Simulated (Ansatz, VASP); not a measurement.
**Al36N35 (V_N): VASP beside Ansatz**

One calculation is typed for both programs; each brings its own data sets. How far apart do they land? Of the first pair: The structure shown is the start of the Ansatz relaxation below; VASP solves that cell, so the two are compared at the walk's first step.

Method: plane waves, with VASP 6.6.1 beside it; single point at r2SCAN, in Ansatz 0.2.0.

## (1) Starting point

The cell holds 71 atoms: 36 Al and 35 N. Its edges and angles: a = 9.320 Å, b = 9.320 Å, c = 9.956 Å, α = 90.0°, β = 90.0°, γ = 120.0°. It derives from AlN (AlN (P6_3mc)). Nearest the centre at fractional (0.556, 0.444, 0.440): Al18 at 1.86 Å, Al17 at 1.87 Å, Al30 at 1.87 Å, Al14 at 1.88 Å, N67 at 3.05 Å, N52 at 3.05 Å, N53 at 3.06 Å, N50 at 3.06 Å. The cell carries charge +1.

Coordinates:

```xyz
71
Lattice="9.3196 0.0000 0.0000 -4.6598 8.0710 0.0000 0.0000 0.0000 9.9565" Properties=species:S:1:pos:R:3 pbc="T T T"
Al    1.5240    0.9309    2.4633
Al    0.0248    1.8288    4.9489
Al    1.5219    0.9249    7.4903
Al    0.0146    1.8342    0.0212
Al   -0.0180    3.5506    2.4561
Al   -1.5202    4.5180    4.9897
Al   -0.0276    3.5492    7.4461
Al   -1.5664    4.5252    9.9276
Al   -1.5764    6.3139    2.4600
Al   -3.1303    7.1487    5.0101
Al   -1.6004    6.2864    7.4492
Al   -3.0655    7.1810    0.0238
Al    4.6214    0.9012    2.4534
Al    3.1514    1.8086    4.9905
Al    4.6523    0.9398    7.4391
Al    3.1193    1.8381    0.0148
Al    3.0924    3.5496    2.5150
Al    1.5626    4.4363    4.9865
Al    3.0602    3.5731    7.4758
Al    1.5421    4.5316    9.9425
Al    1.5679    6.2609    2.5300
Al   -0.0003    7.1243    4.9722
Al    1.5775    6.2640    7.5050
Al   -0.0049    7.1977    9.9086
Al    7.7363    0.8572    2.4795
Al    6.1877    1.7657    5.0071
Al    7.7179    0.9089    7.4658
Al    6.2428    1.8318    0.0083
Al    6.2586    3.5833    2.4649
Al    4.6431    4.4529    5.0098
Al    6.2227    3.5935    7.4148
Al    4.6863    4.4821    0.0384
Al    4.6629    6.3113    2.5218
Al    3.0660    7.1563    4.9511
Al    4.6562    6.2327    7.4414
Al    3.0977    7.2128    0.0266
N     1.5144    0.8691    4.3999
N    -0.0272    1.8206    1.8637
N     1.5632    0.9258    9.3236
N     0.0259    1.7964    6.8313
N     0.0000    3.5399    4.4013
N    -1.5062    4.4717    1.9073
N    -0.0195    3.6278    9.3845
N    -1.5683    4.4694    6.9194
N    -1.5818    6.2625    4.4231
N    -3.1218    7.1550    1.8521
N    -1.5813    6.2909    9.4022
N    -3.0647    7.1705    6.9011
N     4.6886    0.8608    4.4042
N     3.0603    1.8109    1.8877
N     4.6224    0.9231    9.3429
N     3.0867    1.8372    6.8881
N     1.5795    4.5242    1.9092
N     3.0754    3.5741    9.3261
N     1.5229    4.5231    6.8680
N     1.5347    6.2966    4.4271
N     0.0246    7.1583    1.9362
N     1.5127    6.2640    9.3890
N     0.0136    7.2222    6.8780
N     7.7218    0.9137    4.4001
N     6.2271    1.8397    1.8824
N     7.7704    0.9265    9.4031
N     6.2317    1.7582    6.8439
N     6.2262    3.6353    4.3831
N     4.6934    4.5177    1.8807
N     6.2473    3.6205    9.3485
N     4.6108    4.4939    6.8764
N     4.7056    6.2702    4.4036
N     3.0936    7.1814    1.8480
N     4.6148    6.2981    9.3562
N     3.1262    7.1433    6.9079
```

## (2) Ansatz: relaxation, r2SCAN

Ansatz runs on its PAW soft_1 files.

The two programs are compared at the cell with which this relaxation starts, whose forces are those of its first step.

The input, input.yaml:

```yaml
crystal:
  lattice:
    - [9.31956554, 9.0e-08, 0.0]
    - [-4.65978284, 8.07098046, 0.0]
    - [0.0, 0.0, 9.95647772]
  atoms:
    - { symbol: Al, position: [0.22222222, 0.11111111, 0.24960167] }
    - { symbol: Al, position: [0.11111111, 0.22222222, 0.49960167] }
    - { symbol: "N", position: [0.22222222, 0.11111111, 0.44039833] }
    - { symbol: "N", position: [0.11111111, 0.22222222, 0.19039833] }
    - { symbol: Al, position: [0.22222222, 0.11111111, 0.74960167] }
    - { symbol: Al, position: [0.11111111, 0.22222222, 0.99960167] }
    - { symbol: "N", position: [0.22222222, 0.11111111, 0.94039833] }
    - { symbol: "N", position: [0.11111111, 0.22222222, 0.69039833] }
    - { symbol: Al, position: [0.22222222, 0.44444444, 0.24960167] }
    - { symbol: Al, position: [0.11111111, 0.55555556, 0.49960167] }
    - { symbol: "N", position: [0.22222222, 0.44444444, 0.44039833] }
    - { symbol: "N", position: [0.11111111, 0.55555556, 0.19039833] }
    - { symbol: Al, position: [0.22222222, 0.44444444, 0.74960167] }
    - { symbol: Al, position: [0.11111111, 0.55555556, 0.99960167] }
    - { symbol: "N", position: [0.22222222, 0.44444444, 0.94039833] }
    - { symbol: "N", position: [0.11111111, 0.55555556, 0.69039833] }
    - { symbol: Al, position: [0.22222222, 0.77777778, 0.24960167] }
    - { symbol: Al, position: [0.11111111, 0.88888889, 0.49960167] }
    - { symbol: "N", position: [0.22222222, 0.77777778, 0.44039833] }
    - { symbol: "N", position: [0.11111111, 0.88888889, 0.19039833] }
    - { symbol: Al, position: [0.22222222, 0.77777778, 0.74960167] }
    - { symbol: Al, position: [0.11111111, 0.88888889, 0.99960167] }
    - { symbol: "N", position: [0.22222222, 0.77777778, 0.94039833] }
    - { symbol: "N", position: [0.11111111, 0.88888889, 0.69039833] }
    - { symbol: Al, position: [0.55555556, 0.11111111, 0.24960167] }
    - { symbol: Al, position: [0.44444444, 0.22222222, 0.49960167] }
    - { symbol: "N", position: [0.55555556, 0.11111111, 0.44039833] }
    - { symbol: "N", position: [0.44444444, 0.22222222, 0.19039833] }
    - { symbol: Al, position: [0.55555556, 0.11111111, 0.74960167] }
    - { symbol: Al, position: [0.44444444, 0.22222222, 0.99960167] }
    - { symbol: "N", position: [0.55555556, 0.11111111, 0.94039833] }
    - { symbol: "N", position: [0.44444444, 0.22222222, 0.69039833] }
    - { symbol: Al, position: [0.55555556, 0.44444444, 0.24960167] }
    - { symbol: Al, position: [0.44444444, 0.55555556, 0.49960167] }
    - { symbol: "N", position: [0.44444444, 0.55555556, 0.19039833] }
    - { symbol: Al, position: [0.55555556, 0.44444444, 0.74960167] }
    - { symbol: Al, position: [0.44444444, 0.55555556, 0.99960167] }
    - { symbol: "N", position: [0.55555556, 0.44444444, 0.94039833] }
    - { symbol: "N", position: [0.44444444, 0.55555556, 0.69039833] }
    - { symbol: Al, position: [0.55555556, 0.77777778, 0.24960167] }
    - { symbol: Al, position: [0.44444444, 0.88888889, 0.49960167] }
    - { symbol: "N", position: [0.55555556, 0.77777778, 0.44039833] }
    - { symbol: "N", position: [0.44444444, 0.88888889, 0.19039833] }
    - { symbol: Al, position: [0.55555556, 0.77777778, 0.74960167] }
    - { symbol: Al, position: [0.44444444, 0.88888889, 0.99960167] }
    - { symbol: "N", position: [0.55555556, 0.77777778, 0.94039833] }
    - { symbol: "N", position: [0.44444444, 0.88888889, 0.69039833] }
    - { symbol: Al, position: [0.88888889, 0.11111111, 0.24960167] }
    - { symbol: Al, position: [0.77777778, 0.22222222, 0.49960167] }
    - { symbol: "N", position: [0.88888889, 0.11111111, 0.44039833] }
    - { symbol: "N", position: [0.77777778, 0.22222222, 0.19039833] }
    - { symbol: Al, position: [0.88888889, 0.11111111, 0.74960167] }
    - { symbol: Al, position: [0.77777778, 0.22222222, 0.99960167] }
    - { symbol: "N", position: [0.88888889, 0.11111111, 0.94039833] }
    - { symbol: "N", position: [0.77777778, 0.22222222, 0.69039833] }
    - { symbol: Al, position: [0.88888889, 0.44444444, 0.24960167] }
    - { symbol: Al, position: [0.77777778, 0.55555556, 0.49960167] }
    - { symbol: "N", position: [0.88888889, 0.44444444, 0.44039833] }
    - { symbol: "N", position: [0.77777778, 0.55555556, 0.19039833] }
    - { symbol: Al, position: [0.88888889, 0.44444444, 0.74960167] }
    - { symbol: Al, position: [0.77777778, 0.55555556, 0.99960167] }
    - { symbol: "N", position: [0.88888889, 0.44444444, 0.94039833] }
    - { symbol: "N", position: [0.77777778, 0.55555556, 0.69039833] }
    - { symbol: Al, position: [0.88888889, 0.77777778, 0.24960167] }
    - { symbol: Al, position: [0.77777778, 0.88888889, 0.49960167] }
    - { symbol: "N", position: [0.88888889, 0.77777778, 0.44039833] }
    - { symbol: "N", position: [0.77777778, 0.88888889, 0.19039833] }
    - { symbol: Al, position: [0.88888889, 0.77777778, 0.74960167] }
    - { symbol: Al, position: [0.77777778, 0.88888889, 0.99960167] }
    - { symbol: "N", position: [0.88888889, 0.77777778, 0.94039833] }
    - { symbol: "N", position: [0.77777778, 0.88888889, 0.69039833] }
  host:
    repeats: [3, 3, 2]
    atoms:
      - { symbol: Al, position: [0.66666667, 0.33333333, 0.49920333] }
      - { symbol: Al, position: [0.33333333, 0.66666667, 0.99920333] }
      - { symbol: "N", position: [0.66666667, 0.33333333, 0.88079667] }
      - { symbol: "N", position: [0.33333333, 0.66666667, 0.38079667] }
total_charge: 1
basis:
  ecutwfc: 500
  xc_grid: 2
hamiltonian:
  xc: r2scan
  pseudopotentials: { kind: paw, azcp: { folder: soft_1 } }
kpoints:
  mp_grid: { grid: [1, 1, 1], shift: [0.25, 0.25, 0.25] }
scf:
  occupations: { method: fixed }
  max_iter: 60
output:
  forces: true
  charged_corrections:
    epsilon: [4.49, 4.49, 4.72]
    static_epsilon: [8.15, 8.15, 9.65]
    defect_position: [0.555556, 0.444444, 0.440398]
relax:
  f_tol: 0.02
  max_steps: 80
  random_displacement: { amplitude: 0.05, seed: 6718 }
checkpoint:
  write: "../qp1.relax.run"
  compress: false
  write_wavefunctions: true
  write_every: 100000
```

Run with:

```bash
ansatz run input.yaml --threads 4 --pin off --max-ram 7536MiB --backend cpu --events-out ev --progress --plain --runs-dir out
```

Numbers of over 12 decimals in the logs are rounded to 6 here.

Log:

```text
Engine: ansatz 0.2.0, x86_64-unknown-linux-gnu
Pseudopotentials: kind: paw
Pseudopotential: Al, paw, valence charge 3, recommended cutoff 500 eV (meta_gga), soft_1/Al.paw.azcp
Pseudopotential: N, paw, valence charge 5, recommended cutoff 500 eV (meta_gga), soft_1/N.paw.azcp
Functional definition: r2SCAN
  parameter k0 = 0.174
  parameter k1 = 0.065
  parameter a1 = 4.9479
  exchange = r2scan_x(k0 = k0, k1 = k1, a1 = a1)
  correlation = r2scan_c
Crystal: 71 atoms, lattice volume = 748.907 Å³
Basis set: ecut = 500 eV, 18913 PW (Γ), exchange–correlation on 144×144×150 points (8 copies of the dense FFT grid, shifted against one another)
Bands: 212, of which v1, the nominal top of the filled ones, is band 141 counted from 1 (140 counted from 0)
Symmetry: 1 space group operations
k-points: 1
Non-local potential: Al, projectors of the file, l = 0: 2, l = 1: 2, l = 2: 1
Non-local potential: N, projectors of the file, l = 0: 2, l = 1: 2, l = 2: 1
PAW form: soft (Blöchl's): semilocal exchange-correlation on the pseudo side does not see the compensation charge
PAW frozen core: Al, regenerated for the run's functional (the file was generated under x = pbe(κ = 0.804, μ = 0.219515), c = pbe(β = 0.066725))
PAW frozen core: N, regenerated for the run's functional (the file was generated under x = pbe(κ = 0.804, μ = 0.219515), c = pbe(β = 0.066725))
PAW one-centre angular grid: Al, 302 points (default); XC on 160 Gauss nodes
PAW one-centre angular grid: N, 302 points (default); XC on 160 Gauss nodes
Initial density: superposition of atomic densities (chi_scale 0.1, normalization cell, long waves kept (reshape's long-wave potential 0.22 eV rms))
Initial wavefunctions: pseudopotential atomic-orbital guess
Functional: x = r2scan, c = r2scan; τ floored in thin density (d = 2e-4 eV/Å³)
SCF iter   1: F=—  HF=-33082.680958 eV  |F-HF|=—  |Δ(HF+E_count)|=         —  Δρ=1.37e-1  dr2=1.75e2  dr2_τ=1.96e1  ethr=3.10e-3  ⟨swp⟩=5.0  Hψ=728  notcnv=0  defer=68
preconditioner: auto → Resta (q_TF=auto, 2.318 Å⁻¹)  ε∞=3.3  [insulator: Δε(μ)=4.128 eV  Ē_g=15.139 eV  n_scr=144 (ndim 8)  ℏωp=22.8 eV  f_vac=0.000  ε∞_Penn≈3.3]
SCF iter   2: F=—  HF=-33039.232300 eV  |F-HF|=—  |Δ(HF+E_count)|=    4.34e1  Δρ=4.68e-2  dr2=1.08e1  dr2_τ=4.04e0  ethr=3.10e-3  ⟨swp⟩=4.0  Hψ=467  notcnv=0  defer=68
SCF iter   3: F=—  HF=-33043.042887 eV  |F-HF|=—  |Δ(HF+E_count)|=    3.81e0  Δρ=2.44e-2  dr2=2.89e0  dr2_τ=1.52e-1  ethr=3.10e-3  ⟨swp⟩=3.0  Hψ=329  notcnv=0  defer=68
SCF iter   4: F=—  HF=-33043.360199 eV  |F-HF|=—  |Δ(HF+E_count)|=   3.17e-1  Δρ=2.65e-3  dr2=4.60e-2  dr2_τ=5.50e-3  ethr=1.03e-3  ⟨swp⟩=3.0  Hψ=291  notcnv=0  defer=68
SCF iter   5: F=—  HF=-33043.356057 eV  |F-HF|=—  |Δ(HF+E_count)|=   4.14e-3  Δρ=1.04e-3  dr2=7.67e-3  dr2_τ=1.32e-3  ethr=1.63e-5  ⟨swp⟩=3.0  Hψ=290  notcnv=0  defer=69
SCF iter   6: F=—  HF=-33043.354543 eV  |F-HF|=—  |Δ(HF+E_count)|=   1.51e-3  Δρ=2.48e-4  dr2=5.72e-4  dr2_τ=2.70e-5  ethr=2.72e-6  ⟨swp⟩=2.0  Hψ=287  notcnv=0  defer=69
SCF iter   7: F=—  HF=-33043.354569 eV  |F-HF|=—  |Δ(HF+E_count)|=   2.54e-5  Δρ=5.74e-5  dr2=2.27e-5  dr2_τ=2.24e-6  ethr=2.03e-7  ⟨swp⟩=2.0  Hψ=288  notcnv=0  defer=69
SCF iter   8: F=-33043.354567 eV  HF=-33043.354569 eV  |F-HF|=2.91e-6  |Δ(HF+E_count)|=   8.81e-7  Δρ=2.58e-5  dr2=5.04e-6  dr2_τ=6.54e-7  ethr=3.55e-9  ⟨swp⟩=3.0  Hψ=498  notcnv=0
SCF 1 converged in 8 iterations: F = -33043.354567 eV  dr2 = 5.04e-6
  greatest PAW one-centre occupation: 0.802 electrons in one spin orbital (limit 2), on the N atom at site 27 (counted from 0), in its partial waves of l = 0
relax step   1: F+E_penalty+E_count = -33043.35456655 eV  Δ(F+E_penalty+E_count) = +0.000e0 eV  max|allowed force component| = 1.926e0 eV/Å  Δτ_max = 0.0000 Å  (8 SCF iters, dr2 threshold 1.00e-5 eV, accepted)
Initial density: handed on by an earlier stage of this run
Initial wavefunctions: those handed on with the density
iter 1 solved again at ethr=1.31e-4 eV; its pass at ethr=3.10e-3 eV (dr2=3.68e-1 eV) is discarded
SCF iter   1: F=—  HF=-33045.112595 eV  |F-HF|=—  |Δ(HF+E_count)|=         —  Δρ=6.09e-3  dr2=3.70e-1  dr2_τ=9.25e-1  ethr=1.31e-4  ⟨swp⟩=1.0  Hψ=705  notcnv=0  defer=68
preconditioner: auto → Resta (q_TF=auto, 2.318 Å⁻¹)  ε∞=3.6  [insulator: Δε(μ)=3.891 eV  Ē_g=14.054 eV  n_scr=144 (ndim 8)  ℏωp=22.8 eV  f_vac=0.000  ε∞_Penn≈3.6]
SCF iter   2: F=—  HF=-33045.035709 eV  |F-HF|=—  |Δ(HF+E_count)|=   7.69e-2  Δρ=3.18e-3  dr2=9.37e-2  dr2_τ=2.55e-3  ethr=1.31e-4  ⟨swp⟩=3.0  Hψ=282  notcnv=0  defer=69
SCF iter   3: F=—  HF=-33045.018529 eV  |F-HF|=—  |Δ(HF+E_count)|=   1.72e-2  Δρ=1.12e-3  dr2=8.47e-3  dr2_τ=1.80e-3  ethr=3.32e-5  ⟨swp⟩=2.0  Hψ=290  notcnv=0  defer=69
SCF iter   4: F=—  HF=-33045.017916 eV  |F-HF|=—  |Δ(HF+E_count)|=   6.13e-4  Δρ=3.05e-4  dr2=5.92e-4  dr2_τ=3.41e-5  ethr=3.00e-6  ⟨swp⟩=2.0  Hψ=282  notcnv=0  defer=69
[...]
atom  69  Al     0.00430321     0.00127190     0.00724156
  atom  70  N     -0.00681098    -0.00200152    -0.00081250
  atom  71  N      0.00404214     0.00197542     0.00492784
  max |Σ_I F_I| component: 1.54e-2 eV/Å
--- Charged-cell corrections in eV (Makov–Payne, q = +1.000 e, ε = [8.150, 8.150, 9.650]) ---
  F (periodic)     = -33045.660095  (uncorrected; the corrections below are reported, never added to it)
  E_corr1          = +0.262777  (monopole, q²α_M/2ε̄L, of the cell on which ε is isotropic)
  F Makov-Payne    = -33045.397317  (F + E_corr1; no measured alignment; for a localised charge, not one spread in a band: unchecked)
  no potential alignment in this run, which stands beside a crystal: run the host's input off ansatz write-host-input, and read the two finished runs by ansatz place-levels (neither reads a slab, a wire or a sheet, whose cell leaves a vacuum)
--- Band table (eV) ---
  k-point 0: bands = [... 137 lower, 6.4020, 6.4628, 6.5585, 7.2780, 11.2099, 11.3975, 11.4259, 12.8008, ... 67 higher]
--- Relaxed structure (5 steps of the walk, 5 accepted, 0 SCFs on fresh bases) ---
  F+E_penalty+E_count = -33045.66009463 eV   max|allowed force component| = 1.240e-2 eV/Å
  atoms:
    - { symbol: Al, position: [0.220866, 0.111358, 0.249700] }
    - { symbol: Al, position: [0.110250, 0.222280, 0.500741] }
    - { symbol: N, position: [0.222605, 0.112610, 0.440577] }
    - { symbol: N, position: [0.111143, 0.222755, 0.190607] }
    - { symbol: Al, position: [0.221168, 0.111585, 0.750436] }
    - { symbol: Al, position: [0.110752, 0.222867, 0.999867] }
    - { symbol: N, position: [0.222303, 0.112158, 0.940842] }
    - { symbol: N, position: [0.111041, 0.222748, 0.690743] }
    - { symbol: Al, position: [0.220931, 0.444356, 0.249378] }
    - { symbol: Al, position: [0.111323, 0.556857, 0.500420] }
    - { symbol: N, position: [0.222525, 0.444568, 0.440369] }
    - { symbol: N, position: [0.111045, 0.556055, 0.190902] }
    - { symbol: Al, position: [0.221149, 0.444498, 0.750496] }
    - { symbol: Al, position: [0.111098, 0.556615, 0.999940] }
    - { symbol: N, position: [0.222221, 0.445581, 0.940824] }
    - { symbol: N, position: [0.111027, 0.555998, 0.690445] }
    - { symbol: Al, position: [0.222143, 0.778492, 0.249747] }
    - { symbol: Al, position: [0.111138, 0.889504, 0.500160] }
    - { symbol: N, position: [0.222032, 0.778645, 0.440621] }
    - { symbol: N, position: [0.111097, 0.889507, 0.190982] }
    - { symbol: Al, position: [0.222065, 0.778561, 0.750420] }
    - { symbol: Al, position: [0.111110, 0.889548, 1.000005] }
    - { symbol: N, position: [0.221977, 0.778754, 0.940813] }
    - { symbol: N, position: [0.111048, 0.889526, 0.690369] }
    - { symbol: Al, position: [0.556245, 0.111485, 0.249455] }
    - { symbol: Al, position: [0.441276, 0.217031, 0.501066] }
    - { symbol: N, position: [0.555921, 0.113040, 0.440347] }
    - { symbol: N, position: [0.444435, 0.222952, 0.192486] }
    - { symbol: Al, position: [0.556042, 0.111736, 0.750432] }
    - { symbol: Al, position: [0.443891, 0.222329, 0.999585] }
    - { symbol: N, position: [0.555031, 0.112248, 0.940830] }
    - { symbol: N, position: [0.444963, 0.224065, 0.689497] }
    - { symbol: Al, position: [0.555352, 0.445240, 0.241501] }
    - { symbol: Al, position: [0.441494, 0.559187, 0.501297] }
    - { symbol: N, position: [0.444424, 0.556109, 0.192114] }
    - { symbol: Al, position: [0.555398, 0.445234, 0.751005] }
    - { symbol: Al, position: [0.443905, 0.556723, 0.999425] }
    - { symbol: N, position: [0.555300, 0.445431, 0.941819] }
    - { symbol: N, position: [0.444962, 0.555665, 0.689754] }
    - { symbol: Al, position: [0.556267, 0.779688, 0.249326] }
    - { symbol: Al, position: [0.443786, 0.889274, 0.500406] }
    - { symbol: N, position: [0.556075, 0.778094, 0.440275] }
    - { symbol: N, position: [0.444548, 0.889529, 0.190897] }
    - { symbol: Al, position: [0.556136, 0.779489, 0.750539] }
    - { symbol: Al, position: [0.444040, 0.889580, 0.999946] }
    - { symbol: N, position: [0.555156, 0.778519, 0.940895] }
    - { symbol: N, position: [0.444578, 0.889578, 0.690432] }
[...]
- { symbol: N, position: [0.888707, 0.111922, 0.440469] }
[...]
- { symbol: Al, position: [0.889122, 0.444376, 0.249444] }
    - { symbol: Al, position: [0.783636, 0.559368, 0.501132] }
    - { symbol: N, position: [0.887621, 0.444746, 0.440291] }
    - { symbol: N, position: [0.777597, 0.556160, 0.192506] }
    - { symbol: Al, position: [0.888903, 0.444581, 0.750473] }
    - { symbol: Al, position: [0.778303, 0.556762, 0.999596] }
    - { symbol: N, position: [0.888479, 0.445684, 0.940880] }
    - { symbol: N, position: [0.776573, 0.555639, 0.689568] }
    - { symbol: Al, position: [0.889250, 0.779749, 0.249709] }
    - { symbol: Al, position: [0.778344, 0.890382, 0.500738] }
    - { symbol: N, position: [0.888050, 0.778037, 0.440568] }
    - { symbol: N, position: [0.777850, 0.889441, 0.190606] }
    - { symbol: Al, position: [0.889032, 0.779456, 0.750461] }
    - { symbol: Al, position: [0.777808, 0.889919, 0.999884] }
    - { symbol: N, position: [0.888585, 0.778441, 0.940876] }
    - { symbol: N, position: [0.777813, 0.889537, 0.690755] }
```

[end of part 1 of 4]

[Lines on the potential files, build, host, timing and source positions are cut from VASP's logs without a mark.]

[Logs are printed without paths, hosts, clocks, repeated set-up lines and the standing remarks that a program may print on its own settings, such as how far it seeks lower states.]

[Hosts, paths, dates, database ids (printed as entryN), source tags and the programs' standing remarks are cut or masked in the printed files.]
